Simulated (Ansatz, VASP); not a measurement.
HfO2: VASP beside Ansatz

```
Hf O
1.0
     0.00000    2.45291    2.45291
     2.45291    0.00000    2.45291
     2.45291    2.45291    0.00000
Hf O
1 2
Direct
  0.00000 0.00000 0.00000
  0.25000 0.25000 0.25000
  0.75000 0.75000 0.75000
```

Alike in both runs: task single point; functional PBEsol; k mesh 8 × 8 × 8; occupations gaussian, width 0.05 eV; no spin polarisation.

```csv
,VASP,Ansatz
version,VASP 6.6.1,Ansatz 0.2.0
potentials or method,"VASP PAW PBE potentials, release 64 (Hf_pv, O)","scalar-relativistic, plane waves, PAW"
plane-wave cutoff (eV),520,520
valence electrons in the cell,22,38
```

```tsv
	VASP	Ansatz	Ansatz less VASP
gap on the k mesh at the Fermi level (eV)	3.92	3.87	-0.049
least direct gap on the mesh (eV)	3.92	3.87	-0.049
pressure (GPa)	21.8	26.4	+4.57
```

With one functional, cell and mesh, what is left measures potentials, basis and numerics. The two sets of potentials don't hold the same shells in valence. Ansatz warned: «pseudo_functional_mismatch».

Caveats: so large a pressure means that the cell lies far from this level's equilibrium, or that cutoff or potentials fall short (VASP); the potentials were made for another functional, which shifts forces and pressure (VASP); spin-orbit coupling is left out, which moves the levels of the heavy elements. A k mesh can miss the band edges.
